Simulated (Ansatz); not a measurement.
## Band table of AlNi (begun as NiAs type, now distorted NiAs)

```yaml
crystal:
  lattice:
    - [2.31232, 0.00000, 0.00000]
    - [-1.15616, 2.00252, 0.00000]
    - [0.00000, 0.00000, 6.75833]
  atoms:
    - { symbol: Ni, position: [0.00000, 0.00000, 0.00000] }
    - { symbol: Ni, position: [0.00000, 0.00000, 0.50000] }
    - { symbol: Al, position: [0.33333, 0.66667, 0.25000] }
    - { symbol: Al, position: [0.66667, 0.33333, 0.75000] }
```

The cell comes from a relaxation on PAW files under the same functional, begun from a prototype that needn't be the stable phase.

Level of theory: DFT with PBE, scalar-relativistic, in Ansatz 0.2.0; a Γ-centred 11×11×7 k mesh, Fermi–Dirac smearing of 0.1 eV, no spin polarisation. LAPW: all electrons, basis error target 1 meV/atom.

This run: volume at 0.55 of the series' base cell.

Spin polarisation is left out, though a magnetic state may lie lower.

Path points, in fractions of the reciprocal vectors: Γ (0.000, 0.000, 0.000), M (0.500, 0.000, 0.000), K (0.333, 0.333, 0.000), A (0.000, 0.000, 0.500), L (0.500, 0.000, 0.500), H (0.333, 0.333, 0.500). Levels in eV from the Fermi level; bands 17 to 33, counted from the lowest band of the run. The gap is zero, the pressure 191.0 GPa.

```
# k(1/Å) point b17 b18 b19 b20 b21 b22 b23 b24 b25 b26 b27 b28 b29 b30 b31 b32 b33
0.000 Γ -14.69 -12.14 -10.43 -6.61 -4.44 -3.31 -3.31 -3.31 -3.31 -2.93 -2.32 -2.32 -2.20 -2.20 3.87 10.56 16.35
0.392 - -14.11 -11.69 -9.81 -6.23 -4.30 -4.06 -3.62 -3.56 -3.00 -2.99 -2.57 -2.41 -2.29 -0.73 4.01 11.01 12.38
0.784 - -12.42 -10.43 -8.14 -5.52 -5.06 -4.21 -4.17 -3.77 -3.13 -2.65 -2.55 -2.13 -2.11 1.36 4.37 6.64 8.27
1.177 - -9.95 -8.70 -6.58 -5.64 -5.62 -4.46 -3.91 -3.63 -3.18 -2.86 -2.76 -1.17 -1.17 2.41 3.61 3.82 6.18
1.569 M -8.13 -7.41 -6.36 -5.86 -5.81 -5.54 -3.87 -3.44 -2.95 -2.85 -2.05 -0.73 -0.73 0.88 2.68 4.52 5.01
1.795 - -7.98 -7.28 -6.20 -5.83 -5.72 -5.48 -4.01 -3.42 -3.05 -2.89 -2.61 -0.67 -0.01 0.87 2.64 4.54 5.35
2.022 - -7.55 -6.91 -5.79 -5.76 -5.46 -5.35 -4.38 -3.57 -3.38 -3.37 -2.72 -0.48 0.83 1.26 2.44 4.62 6.14
2.248 - -6.90 -6.38 -5.80 -5.28 -5.24 -4.98 -4.88 -4.20 -4.01 -3.31 -2.50 -0.14 0.75 1.85 2.73 4.80 5.45
2.475 K -6.17 -6.06 -6.06 -5.28 -5.28 -4.75 -4.75 -4.48 -4.48 -3.28 -2.36 0.35 0.35 1.41 4.36 4.36 5.14
2.927 - -8.58 -7.76 -5.37 -5.23 -5.01 -4.81 -4.78 -4.24 -3.69 -3.40 -2.84 -0.63 0.62 2.54 2.68 5.24 5.43
3.380 - -11.71 -9.91 -7.42 -5.19 -5.14 -4.59 -4.40 -3.81 -3.04 -3.04 -2.83 -1.71 -1.58 2.21 4.64 6.23 6.56
3.833 - -13.91 -11.54 -9.61 -6.12 -4.25 -4.23 -3.73 -3.66 -2.88 -2.87 -2.62 -2.46 -2.33 -0.42 4.06 11.14 11.60
4.286 Γ -14.69 -12.14 -10.43 -6.61 -4.44 -3.31 -3.31 -3.31 -3.31 -2.93 -2.32 -2.32 -2.20 -2.20 3.87 10.56 16.35
4.402 - -14.64 -12.40 -10.11 -6.69 -4.43 -3.31 -3.31 -3.31 -3.31 -3.08 -2.31 -2.31 -2.20 -2.20 4.15 10.25 16.40
4.519 - -14.48 -12.90 -9.45 -6.93 -4.38 -3.44 -3.31 -3.31 -3.31 -3.31 -2.30 -2.30 -2.22 -2.22 4.89 9.42 16.54
4.635 - -14.22 -13.41 -8.70 -7.36 -4.28 -3.82 -3.31 -3.31 -3.31 -3.31 -2.28 -2.28 -2.24 -2.24 5.93 8.31 16.76
4.751 A -13.86 -13.86 -7.97 -7.97 -4.10 -4.10 -3.31 -3.31 -3.31 -3.31 -2.26 -2.26 -2.26 -2.26 7.11 7.11 17.03
5.143 - -13.29 -13.29 -7.53 -7.53 -4.29 -4.29 -3.60 -3.60 -2.99 -2.99 -2.35 -2.35 -2.04 -2.04 7.56 7.56 12.67
5.535 - -11.70 -11.70 -6.55 -6.55 -4.68 -4.68 -4.05 -4.05 -2.60 -2.60 -2.12 -2.12 -1.45 -1.45 6.97 6.97 9.09
5.928 - -9.40 -9.40 -6.28 -6.28 -5.09 -5.09 -3.73 -3.73 -2.81 -2.81 -1.17 -1.17 -0.66 -0.66 3.64 3.64 7.98
6.320 L -7.47 -7.47 -6.92 -6.92 -5.30 -5.30 -3.60 -3.60 -2.90 -2.90 -0.73 -0.73 -0.65 -0.65 4.39 4.39 4.68
6.546 - -7.33 -7.33 -6.79 -6.79 -5.23 -5.23 -3.74 -3.74 -3.14 -3.14 -0.75 -0.75 -0.30 -0.30 4.41 4.41 4.81
6.773 - -6.96 -6.96 -6.40 -6.40 -5.07 -5.07 -4.07 -4.07 -3.73 -3.73 -0.50 -0.50 0.20 0.20 4.25 4.25 5.20
6.999 - -6.44 -6.44 -5.84 -5.84 -4.95 -4.95 -4.42 -4.42 -4.39 -4.39 -0.14 -0.14 0.57 0.57 3.60 3.60 5.87
7.226 H -6.03 -6.03 -5.35 -5.35 -5.30 -5.30 -4.71 -4.71 -4.50 -4.50 0.15 0.15 0.52 0.52 3.23 3.23 6.70
7.678 - -8.15 -8.15 -5.38 -5.38 -5.06 -5.06 -4.44 -4.44 -3.91 -3.91 -0.69 -0.69 1.05 1.05 3.04 3.04 6.52
8.131 - -11.03 -11.03 -6.14 -6.14 -4.65 -4.65 -4.45 -4.45 -2.93 -2.93 -1.70 -1.70 -0.95 -0.95 6.32 6.32 8.66
8.584 - -13.11 -13.11 -7.39 -7.39 -4.34 -4.34 -3.70 -3.70 -2.88 -2.88 -2.39 -2.39 -1.96 -1.96 7.69 7.69 11.95
9.037 A -13.86 -13.86 -7.97 -7.97 -4.10 -4.10 -3.31 -3.31 -3.31 -3.31 -2.26 -2.26 -2.26 -2.26 7.11 7.11 17.03
```
